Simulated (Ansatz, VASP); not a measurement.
## Two plane-wave programs on MgB2H

```xyz
4
Lattice="3.0117 0.0000 0.0000 -1.5059 2.6082 0.0000 0.0000 0.0000 4.2628" Properties=species:S:1:pos:R:3 pbc="T T T"
Mg    0.0000    0.0000    2.1314
B     0.0000    1.7388    0.0000
B     1.5059    0.8694    0.0000
H     0.0000    0.0000    0.0000
```

Alike in both runs: functional PBE; k mesh 18 × 18 × 12; occupations gaussian, width 0.1 eV; no spin polarisation.

Ansatz relaxed the structure, and its values are those at the end. VASP's run is a single point on that final structure, the one shown.

|  | VASP | Ansatz |
| --- | --- | --- |
| version | VASP 6.6.1 | Ansatz 0.2.0 |
| potentials or method | VASP PAW PBE potentials, release 64 (Mg, B, H) | scalar-relativistic, plane waves, PAW |
| plane-wave cutoff (eV) | 520 | 420 |
| valence electrons in the cell | 9 | 17 |

```csv
,VASP,Ansatz,Ansatz less VASP
gap on the k mesh at the Fermi level (eV),none,none,-
pressure (GPa),-0.2,0.0,+0.25
```

A gap of «none» marks a metal or a gap that the smearing closes. With one functional, cell and mesh, what is left measures potentials, basis and numerics. The two sets of potentials don't hold the same shells in valence.
